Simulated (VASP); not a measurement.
# Sb (Pm-3m) in VASP: further runs

One crystal, Sb, is run at these levels: PBE, r2SCAN; tasks: electric field gradients, equation of state.

All numbers are computed with VASP 6.6.1; they aren't measurements. Logs are shortened: lines on timing, memory, paths and dates and some standing lists are left out, and cuts for length are marked.

## 1. The structure

Symmetry: Pm-3m, No. 221, cubic system. The conventional cell has a = 3.096 Å, b = 3.096 Å, c = 3.096 Å, α = 90.00°, β = 90.00°, γ = 90.00°. Sb (site symmetry m-3m) has 6 Sb at 3.10 Å as nearest neighbours.

This isn't the form of Sb at room conditions, which is rhombohedral.

## 2. Electric field gradients, PBE (cell strained at random at fixed volume)

INCAR reads:

```
SYSTEM = Sb
PREC     = Accurate       ! precision mode
ENCUT    = 520            ! plane-wave cutoff, eV
EDIFF    = 1E-8           ! SCF threshold, eV
ISMEAR   = 0              ! smearing method
SIGMA    = 0.05           ! smearing width, eV
LREAL    = .False.        ! projectors in reciprocal space
LASPH    = .True.         ! aspherical terms in the spheres
NELM     = 100            ! most SCF steps
ALGO     = Normal         ! electronic algorithm
ISIF     = 2              ! what is computed and relaxed
LWAVE    = .False.        ! write WAVECAR
LCHARG   = .False.        ! write CHGCAR
GGA      = PE             ! functional
LEFG     = .True.
```

KPOINTS reads:

```
Automatic mesh
0
Gamma
  8 8 8
  0 0 0
```

POSCAR reads:

```
Sb
1.0
    3.1488130000     -0.0335270000     -0.0271740000
   -0.0335270000      3.1743280000      0.0165460000
   -0.0271740000      0.0165460000      3.1575850000
Sb
1
Direct
    0.0013640000      0.0010940000     -0.0018370000
```

Potentials or basis: VASP PAW PBE potentials, release 64 (Sb).

Run with:

```console
> cat potpaw_PBE.64/Sb/POTCAR > POTCAR
> mpirun -np 1 vasp_std > vasp.out
```

OUTCAR:

```text
SYSTEM = Sb
   PREC = Accurate
   ENCUT = 520
   EDIFF = 1E-8
   ISMEAR = 0
   LREAL = .False.
   LASPH = .True.
   NELM = 100
   ISIF = 2
   GGA = PE

 ion  position               nearest neighbor table
   1  0.001  0.001  0.998-

  LATTYP: Found a triclinic cell.
 ALAT       =     3.1745481697
 B/A-ratio  =     1.4030214916
 C/A-ratio  =     1.7082654545
 COS(alpha) =     0.0027275367
 COS(beta)  =     0.5791873312
 COS(gamma) =     0.7052733363

  Lattice vectors:

 A1 = (   0.0335270000,  -3.1743280000,  -0.0165460000)
 A2 = (   0.0063530000,  -3.1577820000,   3.1410390000)
 A3 = (  -3.0881120000,  -3.1573470000,  -3.1469570000)

Analysis of symmetry for initial positions (statically):
=====================================================================
 Subroutine PRICEL returns:
 Original cell was already a primitive cell.

 Routine SETGRP: Setting up the symmetry group for a
 triclinic supercell.

 Subroutine GETGRP returns: Found  2 space group operations
 (whereof  1 operations were pure point group operations)
 out of a pool of  2 trial point group operations.

The static configuration has the point symmetry C_1 .
 The point group associated with its full space group is S_2 .

Analysis of symmetry for dynamics (positions and initial velocities):
=====================================================================
 Subroutine PRICEL returns:
 Original cell was already a primitive cell.

 Routine SETGRP: Setting up the symmetry group for a
 triclinic supercell.

 Subroutine GETGRP returns: Found  2 space group operations
 (whereof  1 operations were pure point group operations)
 out of a pool of  2 trial point group operations.

The dynamic configuration has the point symmetry C_1 .
 The point group associated with its full space group is S_2 .

 Subroutine INISYM returns: Found  2 space group operations
 (whereof  1 operations are pure point group operations),
 and found     1 'primitive' translations

----------------------------------------------------------------------------------------

                                     Primitive cell

  volume of cell :      31.5545

  direct lattice vectors                    reciprocal lattice vectors
     3.148813000 -0.033527000 -0.027174000     0.317639000  0.003340720  0.002716078
    -0.033527000  3.174328000  0.016546000     0.003340720  0.315071047 -0.001622248
    -0.027174000  0.016546000  3.157585000     0.002716078 -0.001622248  0.316729605

  length of vectors
     3.149108730  3.174548170  3.157745276     0.317668178  0.315092933  0.316745404

  position of ions in fractional coordinates (direct lattice)
     0.001364000  0.001094000  0.998163000

  ion indices of the primitive-cell ions
   primitive index   ion index
                 1           1

----------------------------------------------------------------------------------------

 KPOINTS: Automatic mesh

Automatic generation of k-mesh.
 Grid dimensions read from file:
 generate k-points for:    8    8    8

 Generating k-lattice:

  Cartesian coordinates                     Fractional coordinates (reciprocal lattice)
     0.039704875  0.000417590  0.000339510     0.125000000 -0.000000000 -0.000000000
     0.000417590  0.039383881 -0.000202781    -0.000000000  0.125000000  0.000000000
     0.000339510 -0.000202781  0.039591201    -0.000000000  0.000000000  0.125000000

  Length of vectors
     0.039708522  0.039386617  0.039593176

  Shift w.r.t. Gamma in fractional coordinates (k-lattice)
     0.000000000  0.000000000  0.000000000

 Subroutine IBZKPT returns following result:
 ===========================================

 Found    260 irreducible k-points:

 Following reciprocal coordinates:
            Coordinates               Weight
  0.000000  0.000000  0.000000      1.000000
  0.125000 -0.000000 -0.000000      2.000000
  0.250000 -0.000000 -0.000000      2.000000
  0.375000  0.000000  0.000000      2.000000
  0.500000 -0.000000 -0.000000      1.000000
 -0.000000  0.125000  0.000000      2.000000
[... 42 lines left out ...]
 -0.250000  0.125000  0.125000      2.000000
 -0.125000  0.125000  0.125000      2.000000
 [... further k-points ...]
   k-points           NKPTS =    260   k-points in BZ     NKDIM =    260   number of bands    NBANDS=      6
   number of dos      NEDOS =    301   number of ions     NIONS =      1
   total plane-waves  NPLWV =  13824
   dimension x,y,z NGX =    24 NGY =   24 NGZ =   24
   dimension x,y,z NGXF=    48 NGYF=   48 NGZF=   48
   ions per type =               1
   NGX,Y,Z   is equivalent  to a cutoff of  12.67, 12.57, 12.64 a.u.
   NGXF,Y,Z  is equivalent  to a cutoff of  25.34, 25.14, 25.27 a.u.
 SYSTEM =  Sb
   PREC   = accura    normal or accurate (medium, high low for compatibility)
   ISTART =      0    job   : 0-new  1-cont  2-samecut
   ICHARG =      2    charge: 1-file 2-atom 10-const
   ISPIN  =      1    spin polarized calculation?
   LNONCOLLINEAR =      F non collinear calculations
   LSORBIT =      F    spin-orbit coupling
   LASPH  =      T    aspherical Exc in radial PAW
   ENCUT  =  520.0 eV  38.22 Ry    6.18 a.u.   5.86  5.90  5.87*2*pi/ulx,y,z
   NELM   =    100;   NELMIN=  2; NELMDL= -5     # of ELM steps
   EDIFF  = 0.1E-07   stopping-criterion for ELM
   LREAL  =      F    real-space projection
   EDIFFG = 0.1E-06   stopping-criterion for IOM
   NSW    =      0    number of steps for IOM
   IBRION =     -1    ionic relax: 0-MD 1-quasi-New 2-CG
   NFREE  =      0    steps in history (QN), initial steepest desc. (CG)
   ISIF   =      2    stress and relaxation
   ISYM   =      2    0-nonsym 1-usesym 2-fastsym
   POTIM  = 0.5000    time-step for ionic-motion
   TEBEG  =    0.0;   TEEND  =   0.0 temperature during run
   PSTRESS=    0.0 pullay stress
   NELECT =       5.0000    total number of electrons
   NUPDOWN=      -1.0000    fix difference up-down
   EMIN   =  10.00;   EMAX   =-10.00  energy-range for DOS
   EFERMI =   0.00;   METHOD = LEGACY
   ISMEAR =     0;   SIGMA  =   0.05  broadening in eV -4-tet -1-fermi 0-gaus
   EFERMI_NEDOS =   21; number of points for ismear=-14 and -15
   IALGO  =     38    algorithm
   IMIX   =      4    mixing-type and parameters
     AMIX     =   0.40;   BMIX     =  1.00
     AMIX_MAG =   1.60;   BMIX_MAG =  1.00
  volume/ion in A,a.u.               =      31.55       212.94
  Fermi-wavevector in a.u.,A,eV,Ry     =   0.885886  1.674082 10.677768  0.784794
  Thomas-Fermi vector in A             =   2.006979
   LORBIT       =      0    0 simple, 1 ext, 2 COOP (PROOUT), +10 PAW based schemes
   GGA     = PE    functional components
   LHFCALC =     F    Hartree Fock is set to
   AEXX    =    0.0000 exact exchange contribution
   IVDW    =     0    specifies the selected vdW correction
   LEPSILON=     F    determine dielectric tensor
   LRPA    =     F    only Hartree local field effects (RPA)
 non-spin polarized calculation
 Gauss-broadening in eV      SIGMA  =   0.05
  energy-cutoff  :      520.00
  volume of cell :       31.55
 maximum number of plane-waves:       872
   NGX = 11   NGY = 11   NGZ = 11

 number of electron       5.0000001 magnetization

 Free energy of the ion-electron system (eV)
  ---------------------------------------------------
  ext. energy  EPLUGINS =         0.00000000
  ---------------------------------------------------
  free energy    TOTEN  =        -4.06665845 eV

  energy without entropy =       -4.06575287  energy(sigma->0) =       -4.06620566

 E-fermi :   6.3977     XC(G=0):  -9.3900

 val. band max:        6.3804279003   @ k =   0.1250   0.3750   0.2500
 cond. band min:       6.4060214224   @ k =   0.2500  -0.1250   0.3750
 fundamental gap:      0.0255935221
 Fermi energy:         6.3976793467

 k-point     1 :       0.0000    0.0000    0.0000
  band No.  band energies     occupation
      1      -5.5257      2.00000
      2       9.4402      0.00000
      3       9.5738      0.00000
      4       9.6944      0.00000
      5      13.2659      0.00000
      6      13.3561      0.00000

 k-point     2 :       0.1250   -0.0000   -0.0000
  band No.  band energies     occupation
      1      -5.3107      2.00000
      2       7.5584      0.00000
      3       9.6542      0.00000
      4       9.8008      0.00000
      5      13.4522      0.00000
      6      14.0643      0.00000

 k-point     3 :       0.2500   -0.0000   -0.0000
  band No.  band energies     occupation
      1      -4.6913      2.00000
      2       4.6482      2.00000
      3      10.2167      0.00000
      4      10.3655      0.00000
      5      13.9705      0.00000
      6      14.7101      0.00000

 k-point     4 :       0.3750    0.0000    0.0000
  band No.  band energies     occupation
      1      -3.8093      2.00000
      2       2.2871      2.00000
      3      10.9256      0.00000
      4      11.0774      0.00000
      5      14.7428      0.00000
      6      15.7121      0.00000

 k-point     5 :       0.5000   -0.0000   -0.0000
  band No.  band energies     occupation
      1      -3.2617      2.00000
      2       1.2349      2.00000
      3      11.2939      0.00000
      4      11.4474      0.00000
      5      15.2705      0.00000
      6      16.8547      0.00000
[... 280 lines left out ...]
 k-point    37 :       0.2500   -0.0000    0.1250
  band No.  band energies     occupation
      1      -4.4670      2.00000
      2       4.8151      2.00000
      3       8.2267      0.00000
      4      10.4373      0.00000
      5      14.4259      0.00000
      6      16.5429      0.00000

 k-point    38 :       0.3750    0.0000    0.1250
  band No.  band energies     occupation
      1      -3.5826      2.00000
      2       2.4654      2.00000
      3       9.0029      0.00000
      4      11.1469      0.00000
      5      15.0825      0.00000
      6      15.6187      0.00000

 k-point    39 :       0.5000    0.0000    0.1250
  band No.  band energies     occupation
      1      -3.0456      2.00000
      2       1.4373      2.00000
      3       9.5210      0.00000
      4      11.5054      0.00000
      5      14.3877      0.00000
      6      16.0803      0.00000

 k-point    40 :      -0.3750    0.0000    0.1250
  band No.  band energies     occupation
      1      -3.6068      2.00000
      2       2.5164      2.00000
      3       9.1638      0.00000
      4      11.1257      0.00000
      5      14.8731      0.00000
      6      15.4629      0.00000

 [... further k-points ...]

------------------------ aborting loop because EDIFF is reached ----------------------------------------

  FORCE on cell =-STRESS in cart. coord.  units (eV):
  Direction    XX          YY          ZZ          XY          YZ          ZX
  --------------------------------------------------------------------------------------
  -------------------------------------------------------------------------------------
  Total       -0.4330034     -0.5265421     -0.4237244     -0.0215418      0.0015375     -0.0116593
  in kB      -21.9857199    -26.7351456    -21.5145792     -1.0937825      0.0780673     -0.5920018
  external PRESSURE =     -23.4118149 kB  Pullay stress =       0.0000000 kB

 VOLUME and BASIS-vectors are now :
 -----------------------------------------------------------------------------
  energy-cutoff  :      520.00
  volume of cell :       31.55
      direct lattice vectors                 reciprocal lattice vectors
     3.148813000 -0.033527000 -0.027174000     0.317639000  0.003340720  0.002716078
    -0.033527000  3.174328000  0.016546000     0.003340720  0.315071047 -0.001622248
    -0.027174000  0.016546000  3.157585000     0.002716078 -0.001622248  0.316729605

 POSITION                                       TOTAL-FORCE (eV/Angst)
 -----------------------------------------------------------------------------------
     -0.02287      0.01994      3.15177        -0.000000     -0.000000      0.000000
 -----------------------------------------------------------------------------------
    total drift:                                0.000000      0.000000     -0.000000

  FREE ENERGIE OF THE ION-ELECTRON SYSTEM (eV)
  ---------------------------------------------------
  free  energy   TOTEN  =        -4.0666584526 eV

  energy  without entropy=       -4.0657528697  energy(sigma->0) =       -4.06620566

 Electric field gradients (V/A^2)
---------------------------------------------------------------------
 ion       V_xx      V_yy      V_zz      V_xy      V_xz      V_yz
---------------------------------------------------------------------
   1       4.042    -2.778    -1.264    -6.655    -5.725     3.691
---------------------------------------------------------------------

 Electric field gradients after diagonalization (V/A^2)
 (convention: |V_zz| > |V_xx| > |V_yy|)
----------------------------------------------------------------------
 ion       V_xx      V_yy      V_zz     asymmetry (V_yy - V_xx)/ V_zz
----------------------------------------------------------------------
   1      -6.857    -4.834    11.690       0.173
----------------------------------------------------------------------

           NMR quadrupolar parameters

 Cq : quadrupolar parameter    Cq=e*Q*V_zz/h
 eta: asymmetry parameters     (V_yy - V_xx)/ V_zz
 Q  : nuclear electric quadrupole moment in mb (millibarn)
----------------------------------------------------------------------
 ion       Cq(MHz)       eta       Q (mb)
----------------------------------------------------------------------
   1       0.028       0.173       1.000
----------------------------------------------------------------------
```

Wall time 17 s (1 thread of Intel Xeon Platinum 8488C (Sapphire Rapids), shared host); peak memory 0.17 GiB.

Results:

```yaml
Free_energy: -4.0667 eV
Pressure: -2.3 GPa
Band_gap_on_the_k_mesh: none (metal or under the smearing width)
```

Stress tensor (GPa, compression positive):
```
-2.20 -0.11 -0.06
-0.11 -2.67  0.01
-0.06  0.01 -2.15
```

Electric field gradients, principal values (V/Å²):
| atom | Vxx | Vyy | Vzz |
| --- | --- | --- | --- |
| 1 Sb | -4.834 | -6.857 | 11.690 |

## 3. Equation of state, r2SCAN, 28.50 Å³/atom (a relaxed cell with its volume scaled by 0.96)

INCAR reads:

```
SYSTEM = Sb
  PREC = Accurate
  ENCUT = 520
  EDIFF = 1E-6
  ISMEAR = -1
  SIGMA = 0.05
  LREAL = .FALSE.
  LASPH = .TRUE.
  NELM = 100
  ALGO = Normal
  ISIF = 2
  LWAVE = .FALSE.
  LCHARG = .FALSE.
  METAGGA = R2SCAN
  LMIXTAU = .TRUE.
```

KPOINTS reads:

```
Automatic mesh
0
G
  8 8 8
  0 0 0
```

POSCAR reads:

```
Sb                                      
1.0
    3.0546126541      0.0000000000      0.0000000000
    0.0000000000      3.0546126541      0.0000000000
    0.0000000000      0.0000000000      3.0546126541
  Sb            
     1
Direct
     0.0000000000000000    0.0000000000000000    0.0000000000000000
```

Potentials or basis: VASP PAW PBE potentials, release 64 (Sb).

Run with:

```console
> cat potpaw_PBE.64/Sb/POTCAR > POTCAR
> mpirun -np 1 vasp_std > vasp.out
```

It took 27 s on 1 thread of AMD EPYC 7R13 (Zen 3), shared host; peak memory 0.11 GiB.

Results (log left out):

```yaml
Free_energy: -25.6085 eV
Pressure: 2.8 GPa
Band_gap_on_the_k_mesh: none (metal or under the smearing width)
```

Caveat: the PAW data sets were made with another functional, which shifts forces and pressure a little.

## 4. Equation of state, r2SCAN, 29.10 Å³/atom (a relaxed cell with its volume scaled by 0.98)

INCAR is that of step 3.

KPOINTS is that of step 3.

POSCAR reads:

```
Sb                                      
1.0
    3.0756796140      0.0000000000      0.0000000000
    0.0000000000      3.0756796140      0.0000000000
    0.0000000000      0.0000000000      3.0756796140
  Sb            
     1
Direct
     0.0000000000000000    0.0000000000000000    0.0000000000000000
```

Run with:

```console
> cat potpaw_PBE.64/Sb/POTCAR > POTCAR
> mpirun -np 1 vasp_std > vasp.out
```

Run time: 28 s. Hardware: 1 thread of AMD EPYC 7R13 (Zen 3), shared host; peak memory 0.11 GiB.

It converged, with:

```
Free energy            : -25.6162 eV
Pressure               : 1.3 GPa
Band gap on the k mesh : none (metal or under the smearing width)
```

Caveat: the PAW data sets were made with another functional, which shifts forces and pressure a little.

## 5. Equation of state, r2SCAN, 29.69 Å³/atom

INCAR is that of step 4.

KPOINTS is that of step 4.

POSCAR reads:

```
Sb                                      
1.0
    3.0964618635      0.0000000000      0.0000000000
    0.0000000000      3.0964618635      0.0000000000
    0.0000000000      0.0000000000      3.0964618635
  Sb            
     1
Direct
     0.0000000000000000    0.0000000000000000    0.0000000000000000
```

Run with:

```console
> cat potpaw_PBE.64/Sb/POTCAR > POTCAR
> mpirun -np 1 vasp_std > vasp.out
```

It took 30 s on 1 thread of AMD EPYC 7R13 (Zen 3), shared host; peak memory 0.11 GiB.

It converged, with:

- Free energy: -25.6186 eV
- Pressure: 0.0 GPa
- Band gap on the k mesh: none (metal or under the smearing width)

Caveat: the PAW data sets were made with another functional, which shifts forces and pressure a little.

## 6. Equation of state, r2SCAN, 30.28 Å³/atom (a relaxed cell with its volume scaled by 1.02)

INCAR is that of step 5.

KPOINTS is that of step 5.

POSCAR reads:

```
Sb                                      
1.0
    3.1169688310      0.0000000000      0.0000000000
    0.0000000000      3.1169688310      0.0000000000
    0.0000000000      0.0000000000      3.1169688310
  Sb            
     1
Direct
     0.0000000000000000    0.0000000000000000    0.0000000000000000
```

Potentials or basis: VASP PAW PBE potentials, release 64 (Sb).

Run with:

```console
> cat potpaw_PBE.64/Sb/POTCAR > POTCAR
> mpirun -np 1 vasp_std > vasp.out
```

Wall time 29 s (1 thread of AMD EPYC 7R13 (Zen 3), shared host); peak memory 0.11 GiB.

It converged, with:

- Free energy: -25.6164 eV
- Pressure: -1.2 GPa
- Band gap on the k mesh: none (metal or under the smearing width)

Caveat: the PAW data sets were made with another functional, which shifts forces and pressure a little.

## 7. Equation of state, r2SCAN, 30.88 Å³/atom (a relaxed cell with its volume scaled by 1.04)

INCAR is that of step 6.

KPOINTS is that of step 6.

POSCAR reads:

```
Sb                                      
1.0
    3.1372094555      0.0000000000      0.0000000000
    0.0000000000      3.1372094555      0.0000000000
    0.0000000000      0.0000000000      3.1372094555
  Sb            
     1
Direct
     0.0000000000000000    0.0000000000000000    0.0000000000000000
```

Run with:

```console
> cat potpaw_PBE.64/Sb/POTCAR > POTCAR
> mpirun -np 1 vasp_std > vasp.out
```

It took 23 s on 1 thread of AMD EPYC 7R13 (Zen 3), shared host; peak memory 0.11 GiB.

It converged, with:

```yaml
Free_energy: -25.6100 eV
Pressure: -2.2 GPa
Band_gap_on_the_k_mesh: none (metal or under the smearing width)
```

Caveat: the PAW data sets were made with another functional, which shifts forces and pressure a little.

## 8. Equation of state, r2SCAN

This step only gathers the single runs of the series.

What came out:

```
Equilibrium volume                      : 29.69 Å³/atom
Bulk modulus                            : 63 GPa
Pressure derivative of the bulk modulus : 4.4 (rough: it moves with the points fitted)
```

Energy against volume, from the lowest point:
```tsv
volume (Å³/atom)	energy (meV/atom)
28.502	10.11
29.095	2.45
29.689	0.00
30.283	2.23
30.877	8.65
```

Caveat: the PAW data sets were made with another functional, which shifts forces and pressure a little.
